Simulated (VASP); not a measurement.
Wanted: the native input for a VASP 6.6.1 run.

```
Task                   : single point
Functional             : PBE
Potentials or basis    : VASP PAW PBE potentials, release 64 (S, Na_pv)
Cutoff                 : 520 eV
k mesh                 : 7 × 7 × 7
Occupations            : fermi-dirac, width 0.05 eV
Spin                   : no spin polarisation
Further INCAR settings : ALGO = Normal; EDIFF = 1e-07; NBANDS = 17
```

The structure of Na2S lies in POSCAR:

```
Na2S
1.0
    0.0000000000      3.2735000000      3.2735000000
    3.2735000000      0.0000000000      3.2735000000
    3.2735000000      3.2735000000      0.0000000000
S Na
1 2
Direct
    0.0000000000      0.0000000000      0.0000000000
    0.7500000000      0.7500000000      0.7500000000
    0.2500000000      0.2500000000      0.2500000000
```

The input as run:

INCAR

```
PREC = Accurate
ENCUT = 520
EDIFF = 1E-7
ISMEAR = -1
SIGMA = 0.05
LREAL = F
LASPH = T
NELM = 100
ALGO = Normal
ISIF = 2
LWAVE = F
LCHARG = T
GGA = PE
LELF = T
LVHAR = T
NBANDS = 17
```

KPOINTS

```
regular mesh
0
Gamma
  7 7 7
```

Potentials or basis: VASP PAW PBE potentials, release 64 (S, Na_pv).

Launch:

```console
$ cat potpaw_PBE.64/S/POTCAR potpaw_PBE.64/Na_pv/POTCAR > POTCAR
$ mpirun -np 1 vasp_std > vasp.out
```

It gave:

```json
{
  "Pressure": "0.3 GPa",
  "Band gap on the k mesh": "2.48 eV, direct"
}
```

It took 48 s on 1 thread of Intel(R) Xeon(R) Platinum 8375C CPU @ 2.90GHz (Ice Lake) (shared host), peak memory 0.19 GiB.
